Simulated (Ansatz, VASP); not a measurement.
ZnSe (Stilleite) in VASP and in Ansatz

```
Zn Se
1.0
     0.00000    2.83380    2.83380
     2.83380    0.00000    2.83380
     2.83380    2.83380    0.00000
Zn Se
1 1
Direct
  0.00000 0.00000 0.00000
  0.25000 0.25000 0.25000
```

Alike in both runs: functional PBE; k mesh 13 × 13 × 13; occupations fermi-dirac, width 0.02 eV; no spin polarisation.

Ansatz relaxed the structure, and its values are those at the end. VASP's run is a single point on that final structure, the one shown.

|  | VASP | Ansatz |
| --- | --- | --- |
| version | VASP 6.6.1 | Ansatz 0.2.0 |
| potentials or method | VASP PAW PBE potentials, release 64 (Zn, Se) | plane-wave PAW, scalar-relativistic |
| plane-wave cutoff (eV) | 520 | 420 |
| valence electrons in the cell | 18 | 28 |

|  | VASP | Ansatz | Ansatz less VASP |
| --- | --- | --- | --- |
| gap on the k mesh at the Fermi level (eV) | 1.29 | 1.29 | -0.002 |
| pressure (GPa) | 2.3 | 2.1 | -0.25 |

The two sets of potentials don't hold the same shells in valence. Ansatz warned: «stress_scf_threshold_loose».
